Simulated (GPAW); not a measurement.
Wanted: an ASE script for a GPAW 26.7.0 run.

| Quantity | Value |
| --- | --- |
| Task | band structure |
| Functional | PBEsol |
| Potentials or basis | PAW data sets generated in the run's folder for this functional |
| Cutoff | 800 eV |
| Basis | pw |
| k mesh | 8 × 8 × 4 |
| Occupations | fermi-dirac, width 0.05 eV |
| Spin | no spin polarisation |
| Hubbard terms | Ti d U = 2 eV |
| Maxiter | 150 |
| Band path | GMKGALHA,LM,KH |
| Band points | 80 |

The system is TiO.

```
Ti O
1.0
     2.85161    0.00000    0.00000
    -1.42580    2.46956    0.00000
     0.00000    0.00000    5.56750
Ti O
2 2
Direct
  0.66667 0.33333 0.75000
  0.33333 0.66667 0.25000
  0.00000 0.00000 0.50000
  0.00000 0.00000 0.00000
```

The cell comes from a database or a generator and needn't be the stable form of this composition.

One way to write it, as run:

run.py

```python
from ase import Atoms
from ase.dft.bandgap import bandgap
from ase.io import write
from ase.units import GPa
from gpaw import GPAW, PW, setup_paths

setup_paths.insert(0, '.')

atoms = Atoms(['Ti', 'Ti', 'O', 'O'],
              cell=[[2.8516080131, 0.0, 0.0],
                    [-1.4258040066, 2.469564981, 0.0],
                    [0.0, 0.0, 5.567503]],
              scaled_positions=[[0.6666666667, 0.3333333333, 0.75],
                                [0.3333333333, 0.6666666667, 0.25],
                                [0.0, 0.0, 0.5],
                                [0.0, 0.0, 0.0]],
              pbc=True)

calc = GPAW(mode=PW(800),
            xc='PBEsol',
            kpts={'size': (8, 8, 4), 'gamma': True},
            occupations={'name': 'fermi-dirac', 'width': 0.05},
            setups={'Ti': ':d,2.0'},
            nbands=34,
            convergence={'density': 1e-05, 'energy': 1e-05},
            maxiter=150,
            txt='gpaw.txt')
atoms.calc = calc
energy = atoms.get_potential_energy()
forces = atoms.get_forces()
stress = atoms.get_stress()
calc.write('gs.gpw')
write('result.traj', atoms)
print(f'Energy: {energy:.6f} eV')
print('Forces (eV/A):')
print(forces.round(4))
print('Stress (GPa):', (stress / GPa).round(3))
print('Fermi level:', round(calc.get_fermi_level(), 4), 'eV')
print(f'Gap: {bandgap(calc)[0]:.4f} eV, direct: {bandgap(calc, direct=True)[0]:.4f} eV')

path = atoms.cell.bandpath('GMKGALHA,LM,KH', npoints=80, eps=1e-4)
bs_calc = calc.fixed_density(kpts=path, symmetry='off', nbands=47,
                             convergence={'bands': 'CBM+6.0', 'eigenstates': 1e-6}, txt='bands.txt')
bs = bs_calc.band_structure()
bs.write('bs.json')
print(f'Gap on the path: {bandgap(bs_calc)[0]:.4f} eV')
```

Potentials or basis: PAW data sets generated in the run's folder for this functional, pw.

The run is started by

```console
$ gpaw-setup -f PBEsol O Ti
$ OMP_NUM_THREADS=1 python run.py
```

Results of the run:

| Item | Value |
| --- | --- |
| Pressure | -5.2 GPa |
| Band gap along the path | none (metal or under the smearing width) |

Caveat: U without spin polarisation on a metal has little footing.

Run time: 110 s on 1 thread of Arm Neoverse V1, on a shared host, peak memory 0.41 GiB.
